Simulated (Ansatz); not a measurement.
## CoSi2: strain energy, fitted

CoSi2, Fm-3m, a = 5.360 Å. Ansatz: PBE, PAW, 420 eV, Γ-centred 10×10×8 mesh on 6 atoms, Gaussian smearing 0.10 eV; no spin polarisation. Series: uniaxial strain along a, with b, c and atoms relaxed; x is the strain in per cent. The axes a, b, c are those of the computed cell (3.790, 3.790, 5.360 Å), along [1 1 0], [-1 1 0], [0 0 1] of the cell named above. y is the free energy over the unstrained cell, V0 = 12.832 Å³/atom.

| x (%) | y (meV/atom) |
| --- | --- |
| -4.5 | ? |
| -3.0 | 6.42 |
| -1.5 | 1.53 |
| 0.0 | 0.00 |
| 1.5 | 1.96 |
| 3.0 | 7.61 |
| 4.5 | 17.13 |

Q: Fit y = c2 x² + c3 x³ to the other rows, turn c2 into a modulus, and predict the missing energy.

A: Least squares on the rows shown. y = 0.76985 x² + 0.017779 x³. In eV per unit strain² c2 is 7.699; this is Young's modulus along the axis (E = ½ Y V0 ε²): 2 × 7.699 × 160.2 / (12.832) = 192 GPa. The unstrained cell keeps some stress along the strain, worth a slope of 0.09 meV/atom per %, which the form leaves out. With a term in x⁴ added, the coefficient of x² becomes 0.8026, 4 % more, which shows how far this figure hangs on the form. At x = -4.5 the fit asked for gives 13.97 meV/atom. The run gave 13.72 meV/atom, so the fit is 0.25 meV/atom too high, within twice the rms miss on the fitted rows (0.14 meV/atom).